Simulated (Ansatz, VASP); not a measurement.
# LaBi in two plane-wave programs

One calculation is typed for both programs; each brings its own data sets. How far apart do they land? The two relaxations start from unlike cells of this crystal (the structure described is Ansatz's start), so only their ends are compared.

Main program and level: Ansatz 0.2.0; plane waves, with VASP 6.6.1 beside it; relaxation of cell and atoms at BLYP.

## (1) The structure

The structure is cubic, space group Fm-3m (No. 225). The conventional cell has a = 6.565 Å, b = 6.565 Å, c = 6.565 Å, α = 90.00°, β = 90.00°, γ = 90.00°. La has 6 Bi at 3.28 Å nearest. Nearest to Bi lie 6 La at 3.28 Å. Farther neighbours are not listed.

As a file:

```xyz
2
Lattice="0.0000 3.2825 3.2825 3.2825 0.0000 3.2825 3.2825 3.2825 0.0000" Properties=species:S:1:pos:R:3 pbc="T T T"
La    0.0000    0.0000    0.0000
Bi    3.2825    3.2825    3.2825
```

## (2) VASP: relaxation of cell and atoms, BLYP

The relaxed volume is the usual yardstick between codes: in a stiff, nearly cubic crystal its relative difference is about their pressure difference at one cell divided by the bulk modulus.

Lines of VASP's logs that name or quote its potential files are left out, and so is its time.

INCAR reads:

```
SYSTEM = LaBi
PREC = Accurate
ENCUT = 500
EDIFF = 1E-07
NELM = 200
ISMEAR = 1
SIGMA = 0.25
LREAL = .FALSE.
ALGO = Normal
GGA = B5
ALDAX = 1
AGGAX = 1
AGGAC = 1
ALDAC = 0
NBANDS = 19
LASPH = .TRUE.
LORBIT = 11
LWAVE = .FALSE.
LCHARG = .FALSE.
ISIF = 3
IBRION = 2
NSW = 80
EDIFFG = -0.005
GGA_COMPAT = .FALSE.
NELMIN = 4
LMAXMIX = 6
```

POSCAR reads:

```
LaBi
1.0
    0.0000000000      3.3976294672      3.3976294672
    3.3976294672      0.0000000000      3.3976294672
    3.3976294672      3.3976294672      0.0000000000
La Bi
1 1
Direct
    0.0000000000      0.0000000000      0.0000000000
    0.5000000000      0.5000000000      0.5000000000
```

KPOINTS reads:

```
Automatic mesh
0
Gamma
16 16 16
0 0 0
```

PAW data sets: La and Bi_d (PBE family, release 64).

Command:

```bash
mpirun -np 1 vasp_std
```

Numbers of over 12 decimals in the logs are rounded to 6 here.

Log:

```text
[banner, memory and clock lines left out]
running    1 mpi-ranks, on    1 nodes
 distrk:  each k-point on    1 cores,    1 groups
 distr:  one band on    1 cores,    1 groups

 POSCAR found type information on POSCAR LaBi
 POSCAR found :  2 types and       2 ions
|                                                                             |
|               ----> ADVICE to this user running VASP <----                  |
|                                                                             |
|     You enforced a specific xc type in the INCAR file but a different       |
|     [... a line on the potential file left out ...]
|     I HOPE YOU KNOW WHAT YOU ARE DOING!                                     |
|                                                                             |

 LDA part: xc-table for (Slater(with rela. corr.)+VWN5), standard interpolation
 POSCAR, INCAR and KPOINTS ok, starting setup
 FFT: planning ... GRIDC
 FFT: planning ... GRID_SOFT
 FFT: planning ... GRID
 WAVECAR not read
 entering main loop
       N       E                     dE             d eps       ncg     rms          rms(c)
DAV:   1     0.277415245316E+03    0.27742E+03   -0.11059E+04  5574   0.181E+03
DAV:   2     0.237800778753E+02   -0.25364E+03   -0.24637E+03  7009   0.353E+02
DAV:   3    -0.735799325505E+01   -0.31138E+02   -0.30395E+02  6834   0.167E+02
DAV:   4    -0.947525223988E+01   -0.21173E+01   -0.20581E+01 10324   0.390E+01
DAV:   5    -0.954812610159E+01   -0.72874E-01   -0.72844E-01  8138   0.552E+00    0.338E+00
DAV:   6    -0.949768327868E+01    0.50443E-01   -0.28391E-01 10491   0.380E+00    0.190E+00
DAV:   7    -0.948902034199E+01    0.86629E-02   -0.96645E-02  8556   0.307E+00    0.531E-01
DAV:   8    -0.952982468844E+01   -0.40804E-01   -0.49913E-01  8455   0.413E+00    0.754E-01
DAV:   9    -0.948740150596E+01    0.42423E-01   -0.40580E-01  9076   0.416E+00    0.137E-01
DAV:  10    -0.949023290433E+01   -0.28314E-02   -0.19789E-02  9729   0.759E-01    0.991E-02
DAV:  11    -0.949021110916E+01    0.21795E-04   -0.15894E-03  8397   0.221E-01    0.804E-02
DAV:  12    -0.948993737808E+01    0.27373E-03   -0.15636E-03  9260   0.227E-01    0.174E-02
DAV:  13    -0.948993205551E+01    0.53226E-05   -0.17618E-04 10787   0.777E-02    0.650E-03
DAV:  14    -0.948993257173E+01   -0.51622E-06   -0.98363E-06  8396   0.161E-02    0.602E-03
DAV:  15    -0.948993281541E+01   -0.24368E-06   -0.12721E-05 10010   0.210E-02    0.637E-03
DAV:  16    -0.948993260482E+01    0.21058E-06   -0.38049E-06  9212   0.141E-02    0.195E-03
DAV:  17    -0.948993254712E+01    0.57705E-07   -0.13497E-07  7550   0.300E-03
   1 F= -.94899325E+01 E0= -.94909251E+01  d E =-.948993E+01
 curvature:   0.00 expect dE= 0.000E+00 dE for cont linesearch  0.000E+00
 trial: gam= 0.00000 g(F)=  0.000E+00 g(S)=  0.111E-04 ort = 0.000E+00 (trialstep = 0.100E+01)
 search vector abs. value=  0.111E-04
 bond charge predicted
       N       E                     dE             d eps       ncg     rms          rms(c)
DAV:   1    -0.949015404375E+01   -0.22144E-03   -0.62563E-03  8433   0.964E-01    0.754E-02
DAV:   2    -0.948996367567E+01    0.19037E-03   -0.49158E-04  8530   0.299E-01    0.272E-02
DAV:   3    -0.948993531768E+01    0.28358E-04   -0.12707E-04  8644   0.134E-01    0.272E-03
DAV:   4    -0.948993580327E+01   -0.48559E-06   -0.49082E-06  9478   0.245E-02    0.189E-03
DAV:   5    -0.948993599346E+01   -0.19019E-06   -0.14636E-06  9087   0.797E-03    0.135E-03
DAV:   6    -0.948993627514E+01   -0.28169E-06   -0.10555E-06  9767   0.832E-03    0.724E-04
DAV:   7    -0.948993622327E+01    0.51872E-07   -0.38470E-07  8478   0.534E-03
   2 F= -.94899362E+01 E0= -.94909264E+01  d E =-.367616E-05
 trial-energy change:   -0.000004  1 .order   -0.000004   -0.000011    0.000002
 step:   0.7755(harm=  0.8392)  dis= 0.00000  next Energy=    -9.489936 (dE=-0.392E-05)
 reached required accuracy - stopping structural energy minimisation
```

OUTCAR, selected parts (step 2):

```text
ion  position               nearest neighbor table
   1  0.000  0.000  0.000-   2 3.40   2 3.40   2 3.40   2 3.40   2 3.40   2 3.40
   2  0.500  0.500  0.500-   1 3.40   1 3.40   1 3.40   1 3.40   1 3.40   1 3.40

  LATTYP: Found a face centered cubic cell.
 ALAT       =     6.7952589344

 Subroutine GETGRP returns: Found 48 space group operations
 (whereof 48 operations were pure point group operations)

The static configuration has the point symmetry O_h .

 Found    145 irreducible k-points:

   k-points           NKPTS =    145   k-points in BZ     NKDIM =    145   number of bands    NBANDS=     19

   dimension x,y,z NGX =    36 NGY =   36 NGZ =   36
   dimension x,y,z NGXF=    72 NGYF=   72 NGZF=   72

   ENCUT  =  500.0 eV  36.75 Ry    6.06 a.u.   8.76  8.76  8.76*2*pi/ulx,y,z

   NELECT =      26.0000    total number of electrons

 k-points in reciprocal lattice and weights: Automatic mesh
   0.00000000  0.00000000  0.00000000       0.000
   0.06250000  0.00000000  0.00000000       0.002
   0.12500000  0.00000000  0.00000000       0.002
   0.18750000  0.00000000  0.00000000       0.002
   0.25000000  0.00000000  0.00000000       0.002
   0.31250000  0.00000000  0.00000000       0.002
   0.37500000  0.00000000  0.00000000       0.002
   0.43750000  0.00000000  0.00000000       0.002
   0.50000000  0.00000000  0.00000000       0.001
[...]
-0.31250000  0.50000000  0.18750000       0.003
  -0.25000000  0.50000000  0.25000000       0.001

 average (electrostatic) potential at core
       1 -98.2125       2-103.6212

 E-fermi :   6.5787

 k-point     1 :       0.0000    0.0000    0.0000
  band No.  band energies     occupation
    ...
      9     -10.1687      2.00000
     10      -3.7346      2.00000
     11       6.6080      0.80319
     12       6.6080      0.80319
     13       6.6080      0.80319
     14       7.7510     -0.00000
     15       7.7510     -0.00000
     16       7.7510     -0.00000
     17       7.8656     -0.00000
     18       8.0965     -0.00000
    ...

 k-point     2 :       0.0625    0.0000    0.0000
  band No.  band energies     occupation
    ...
      9     -10.1679      2.00000
     10      -3.7080      2.00000
     11       6.3734      1.99060
     12       6.4956      1.52955
     13       6.4956      1.52955
     14       7.7068     -0.00000
     15       7.7732     -0.00000
     16       7.7732     -0.00000
     17       7.9230     -0.00000
     18       8.0978     -0.00000
    ...

 k-point     3 :       0.1250    0.0000    0.0000
  band No.  band energies     occupation
    ...
      9     -10.1655      2.00000
     10      -3.6315      2.00000
     11       5.8495      2.00030
     12       6.2268      2.06296
     13       6.2268      2.06296
     14       7.6617     -0.00000
     15       7.8225     -0.00000
     16       7.8225     -0.00000
     17       7.9892     -0.00000
     18       8.0954     -0.00000
    ...

  Total        0.0023713      0.0023713      0.0023713      0.0000000      0.0000000     -0.0000000
  in kB        0.0484757      0.0484757      0.0484757      0.0000000      0.0000000     -0.0000000
  external PRESSURE =       0.0484757 kB  Pullay stress =       0.0000000 kB

  energy-cutoff  :      500.00
  volume of cell :       78.37
      direct lattice vectors                 reciprocal lattice vectors
    -0.000000000  3.396614956  3.396614956    -0.147205381  0.147205381  0.147205381
     3.396614956  0.000000000  3.396614956     0.147205381 -0.147205381  0.147205381
     3.396614956  3.396614956  0.000000000     0.147205381  0.147205381 -0.147205381

 POSITION                                       TOTAL-FORCE (eV/Angst)
 -----------------------------------------------------------------------------------
      0.00000      0.00000      0.00000         0.000000      0.000000     -0.000000
      3.39661      3.39661      3.39661        -0.000000     -0.000000      0.000000
 -----------------------------------------------------------------------------------
    total drift:                                0.000000      0.000000      0.000000

  FREE ENERGIE OF THE ION-ELECTRON SYSTEM (eV)
  ---------------------------------------------------
  free  energy   TOTEN  =        -9.4899362233 eV

  energy  without entropy=       -9.4929067722  energy(sigma->0) =       -9.49092641

 reached required accuracy - stopping structural energy minimisation

 total charge
# of ion       s       p       d       f       tot
--------------------------------------------------
    1        2.001   5.650   0.627   0.147   8.425
    2        1.438   1.722   9.879   0.000  13.038
--------------------------------------------------
tot          3.439   7.371  10.506   0.147  21.463

[... 3 further parts left out ...]
```

CONTCAR:

```
LaBi
   1.00000000000000
    -0.0000000000000000    3.3966149564580972    3.3966149564580972
     3.3966149564580972    0.0000000000000000    3.3966149564580972
     3.3966149564580972    3.3966149564580972    0.0000000000000000
  La              Bi
     1     1
Direct
     0.0000000000000000    0.0000000000000000    0.0000000000000000
     0.5000000000000000    0.5000000000000000    0.5000000000000000
```

## (3) Ansatz: relaxation of cell and atoms, BLYP

Ansatz runs on its default PAW (the set named soft_2) files.

Its own start cell and the same functional (in two slightly different forms), mesh and smearing now go to Ansatz, which takes its cutoff from its data sets.

input.yaml reads:

```yaml
crystal:
  lattice:
    - [0.0, 3.2825, 3.2825]
    - [3.2825, 0.0, 3.2825]
    - [3.2825, 3.2825, 0.0]
  atoms:
    - { symbol: La, position: [0.0, 0.0, 0.0] }
    - { symbol: Bi, position: [0.5, 0.5, 0.5] }
kpoints:
  mp_grid: { grid: [16, 16, 16] }
hamiltonian:
  xc: blyp
scf:
  occupations: { method: methfessel_paxton, width: 0.25 }
output:
  forces: true
  stress: true
  eigenvalues: true
relax:
  adjacent_minimum: "off"
  f_tol: 0.005
  max_steps: 60
  cell: { stress_tol: 0.03 }
```

Command:

```bash
ansatz run input.yaml --threads 4 --pin off --max-ram 16384MiB --backend cpu --events-out ev --progress --plain --runs-dir out
```

Log:

```text
Engine: ansatz 0.2.0, aarch64-unknown-linux-gnu
Pseudopotentials: kind: paw
Pseudopotential: La, paw, valence charge 11, recommended cutoff 420 eV (normal), La.paw.azcp
Pseudopotential: Bi, paw, valence charge 15, recommended cutoff 420 eV (normal), Bi.paw.azcp
Functional definition: BLYP
  parameter beta = 0.0042
  parameter a = 0.04918
  parameter b = 0.132
  parameter c = 0.2533
  parameter d = 0.349
  exchange = b88_x(beta = beta)
  correlation = lyp_c(a = a, b = b, c = c, d = d)
Crystal: 2 atoms, lattice volume = 70.737 Å³
Basis set: ecut = 420 eV, 1411 PW (Γ), exchange–correlation on 64×64×64 points (8 copies of the dense FFT grid, shifted against one another)
Bands: 17, of which v1, the nominal top of the filled ones, is band 13 counted from 1 (12 counted from 0)
Symmetry: 48 space group operations
Space group: Fm-3m (ITA 225), of the structure as read, at distance tolerance 4.1e-5 Å
k-points: 145 of 4096
Non-local potential: La, projectors of the file, l = 0: 3, l = 1: 2, l = 2: 2, l = 3: 3
Non-local potential: Bi, projectors of the file, l = 0: 2, l = 1: 2, l = 2: 2, l = 3: 2
PAW form: soft (Blöchl's): semilocal exchange-correlation on the pseudo side does not see the compensation charge
PAW frozen core: La, regenerated for the run's functional, and the local potential with it (the file was generated under x = pbe(κ = 0.804, μ = 0.219515), c = pbe(β = 0.066725))
PAW frozen core: Bi, regenerated for the run's functional, and the local potential with it (the file was generated under x = pbe(κ = 0.804, μ = 0.219515), c = pbe(β = 0.066725))
PAW one-centre angular grid: La, 590 points (default); XC on 64 Gauss nodes
PAW one-centre angular grid: Bi, 590 points (default); XC on 64 Gauss nodes
Initial density: superposition of atomic densities (neutral atoms: chi_scale 0, normalization atom), corrected by the library's trained network
Initial wavefunctions: pseudopotential atomic-orbital guess
Functional: x = b88, c = lyp
SCF iter   1: F=—  HF=-18696.464706 eV  |F-HF|=—  |Δ(HF+E_count)|=         —  Δρ=5.21e-3  dr2=3.27e-2  ethr=1.77e-3  ⟨swp⟩=3.4  Hψ=10352  notcnv=0
preconditioner: auto → Kerker (q_TF=auto, 2.309 Å⁻¹)  [metal: Δε(μ)=0.046 eV  Ē_g=5.274 eV  σ=0.250 eV  W_gap=0.15  n_scr=14 (ndim 8)  ℏωp=12.5 eV  f_vac=0.000  D(μ)=0.14/eV (n_scr^D=0)]
SCF iter   2: F=—  HF=-18696.458951 eV  |F-HF|=—  |Δ(HF+E_count)|=   5.75e-3  S|Δr|=    0.00e0  Δρ=3.09e-3  dr2=1.24e-2  ethr=1.26e-4  ⟨swp⟩=1.3  Hψ=3738  notcnv=0
SCF iter   3: F=—  HF=-18696.456118 eV  |F-HF|=—  |Δ(HF+E_count)|=   2.83e-3  S|Δr|=    0.00e0  Δρ=5.84e-4  dr2=3.77e-4  ethr=4.77e-5  ⟨swp⟩=2.0  Hψ=3252  notcnv=0
SCF iter   4: F=—  HF=-18696.456191 eV  |F-HF|=—  |Δ(HF+E_count)|=   7.24e-5  S|Δr|=    0.00e0  Δρ=1.82e-4  dr2=3.91e-5  ethr=1.45e-6  ⟨swp⟩=2.1  Hψ=4277  notcnv=0
SCF iter   5: F=—  HF=-18696.456212 eV  |F-HF|=—  |Δ(HF+E_count)|=   2.17e-5  S|Δr|=    0.00e0  Δρ=6.46e-5  dr2=3.96e-6  ethr=1.50e-7  ⟨swp⟩=2.3  Hψ=3687  notcnv=0
SCF iter   6: F=—  HF=-18696.456218 eV  |F-HF|=—  |Δ(HF+E_count)|=   5.33e-6  S|Δr|=    0.00e0  Δρ=1.31e-5  dr2=1.53e-7  ethr=1.52e-8  ⟨swp⟩=2.1  Hψ=3237  notcnv=0
SCF iter   7: F=-18696.456218 eV  HF=-18696.456218 eV  |F-HF|=2.20e-8  |Δ(HF+E_count)|=   2.88e-7  S|Δr|=    0.00e0  Δρ=3.93e-6  dr2=7.65e-9  ethr=3.85e-10  ⟨swp⟩=7.1  Hψ=13011  notcnv=0
SCF 1 converged in 7 iterations: F = -18696.456218 eV  dr2 = 7.65e-9
  greatest PAW one-centre occupation: 0.986 electrons in one spin orbital (limit 2), on the Bi atom at site 1 (counted from 0), in its partial waves of l = 2
relax step   1: F+E_penalty+E_count = -18696.45621795 eV  Δ(F+E_penalty+E_count) = +0.000e0 eV  max|allowed force component| = 8.526e-29 eV/Å  Δτ_max = 0.0000 Å  P = +5.360 GPa  Ω = 70.737 Å³  (7 SCF iters, dr2 threshold 1.00e-7 eV, accepted)
[...]
relax step   3: F+E_penalty+E_count = -18696.57130268 eV  Δ(F+E_penalty+E_count) = -1.639e-2 eV  max|allowed force component| = 3.405e-29 eV/Å  Δτ_max = 0.0000 Å  P = -0.263 GPa  Ω = 78.848 Å³  energy of the carried Pulay correction = -9.847e-4 eV  (6 SCF iters, dr2 threshold 2.00e-7 eV, accepted)
[...]
relax step   4: F+E_penalty+E_count = -18696.57177122 eV  Δ(F+E_penalty+E_count) = -4.685e-4 eV  max|allowed force component| = 2.344e-29 eV/Å  Δτ_max = 0.0000 Å  P = +0.018 GPa  Ω = 78.319 Å³  energy of the carried Pulay correction = -9.238e-4 eV  (5 SCF iters, dr2 threshold 1.73e-7 eV, accepted)
[...]
relax step   5: F+E_penalty+E_count = -18696.57268595 eV  Δ(F+E_penalty+E_count) = -9.147e-4 eV  max|allowed force component| = 5.532e-29 eV/Å  Δτ_max = 0.0000 Å  P = +0.021 GPa  Ω = 78.319 Å³  stress off target by 2.09e-2 GPa  SCF on the basis re-selected at this cell (its energy is not comparable with the rows above)  (7 SCF iters)
basis re-selected at this cell: Δ(F+E_penalty+E_count) = -9.147e-4 eV, ΔP = +0.003 GPa vs the last step (what re-selecting the basis moved, of the pressure what is left beyond the Pulay correction that the steps carried, after the strain that the cell walked since its last selection, with what the two solves' SCF thresholds leave and, on support functions, any second-order correction that the steps lacked; it is no measure of the basis error at this ecutwfc). The dense FFT grid was sized anew with the basis: this SCF ran on 36×36×36 points, the steps before it on 32×32×32, so part of this shift can come from that change (see relax.cell in the input reference). [rest of the remark cut]
SCF converged after 7 iterations
Stability not checked: this state was not tested for a lower state beside it, because cold or Methfessel-Paxton smearing, or corrected tetrahedra, fill the levels in a way that the test cannot read (fill_not_monotonic; see scf.lower_state_search)
Free energy (F): -18696.572686 eV
Harris-Foulkes:  -18696.572686 eV  (|F-HF|=7.28e-12)
Internal energy: -18696.575563 eV  (E = F + TS)
E sigma→0 (E₀):  -18696.573405 eV
Entropy (-TS):   0.002877 eV (1.439 meV/atom)
Fermi energy:    9.578022 eV
Step filling:    the computed levels leave a gap of 0.0298 eV = 0.1 smearing widths at the electron count; against every level under it full and every level over it empty, smearing changes F+E_penalty+E_count by +0.754 meV and its σ→0 estimate by +0.035 meV
--- Per-component energies (eV) ---
  E_band       = -162.839264
  E_kinetic    = 494.444149
  E_local      = -2045.133165  (includes V_loc(G=0)·N_el)
  E_nonlocal   = 650.097469
  E_hartree    = 684.513200
  E_xc         = -284.033682
  E_vxc        = -283.873028  (∫ρ·V_xc dr)
  E_paw        = -16133.543748  (= ΣΔE_a)
  E_vpaw       = -347.400494  (= ΣTr[D̂ρ^β])
  E_aug_tail   = -0.000508  (compensation charges beyond the density's cutoff)
  E_ewald      = -2062.922245
  E_core_change = 0.002967  (= ΣΔE_core)
  E_smearing   = 0.002877  (= −TS)
  E_closure    = -0.000000  (closes the sum)
  Σ components = -18696.572686   (vs F -18696.572686, Δ=0.00e0)
--- Forces (eV/Å), atoms counted from 1 ---
  atom   1  La    -0.00000000     0.00000000    -0.00000000
  atom   2  Bi     0.00000000    -0.00000000     0.00000000
  max |Σ_I F_I| component: 1.08e-28 eV/Å
--- Stress (GPa, compression-positive) ---
        0.020921      -0.000000      -0.000000
       -0.000000       0.020921      -0.000000
       -0.000000      -0.000000       0.020921
  P = ⅓ Tr σ = 0.0209 GPa (0.209 kbar)
--- Band table (eV; the first three rows and the last of 145) ---
  k-point 0: bands = [... 9 lower, -0.7644, 9.6188, 9.6188, 9.6188, 10.7367, 10.7367, 10.7367, 10.9174]
  k-point 1: bands = [... 9 lower, -0.7381, 9.3792, 9.5022, 9.5022, 10.7104, 10.7635, 10.7635, 10.9649]
  k-point 2: bands = [... 9 lower, -0.6623, 8.8506, 9.2267, 9.2267, 10.6768, 10.8253, 10.8253, 11.0318]
  k-point 144: bands = [... 9 lower, -0.2542, 7.8553, 8.1763, 8.1763, 10.8335, 10.8335, 11.0396, 11.0396]
--- Relaxed structure (4 steps of the walk, 4 accepted, 1 SCFs on fresh bases) ---
  F+E_penalty+E_count = -18696.57268595 eV   max|allowed force component| = 5.532e-29 eV/Å   (the final SCF, on the basis selected at the relaxed cell)
  cell:  # Å, volume = 78.3192 Å³
    - [0, 3.395831, 3.395831]
    - [3.395831, 0, 3.395831]
    - [3.395831, 3.395831, 0]
  atoms:
    - { symbol: La, position: [0, 0, 0] }
    - { symbol: Bi, position: [0.5, 0.5, 0.5] }
```

The column dr2 measures how far the density is from self-consistency, as an energy; F and HF (Harris–Foulkes) agree once it is small.

## (4) Side by side

Known differences besides the potentials themselves: the cutoff is 420 eV in Ansatz and 500 eV in VASP; Ansatz makes its cores anew for this functional, VASP keeps those of its PBE data sets; VASP's log shows a relativistic correction to its local exchange, Ansatz's none; Ansatz adds a Pulay correction to the stress that steers its cell, VASP none. Total energies have different zeros and are not compared.

Both answers:

```tsv
quantity	Ansatz	VASP	difference
volume (Å³)	78.32	78.37	-0.07 %
edge a after relaxation, in the typed setting (Å)	4.802	4.803	-0.02 %
```

## (5) Outcome

```yaml
difference_in_volume_relaxation_of_cell_and_atoms_blyp: -0.069 %
```

The difference in volume is -0.069 % (relaxation of cell and atoms, BLYP), within the 1.2 % picked in this series as the mark of a large difference, as far as the stopping tolerances let one tell. Such differences can come from data sets, numerical settings and the points named under the comparisons, not from the functional's error against experiment.

[Lines on the potential files, build, host, timing and source positions are cut from VASP's logs without a mark.]

[Logs are printed without paths, hosts, clocks, repeated set-up lines and the standing remarks that a program may print on its own settings, such as how far it seeks lower states.]

[Hosts, paths, dates, database ids (printed as entryN), source tags and the programs' standing remarks are cut or masked in the printed files.]
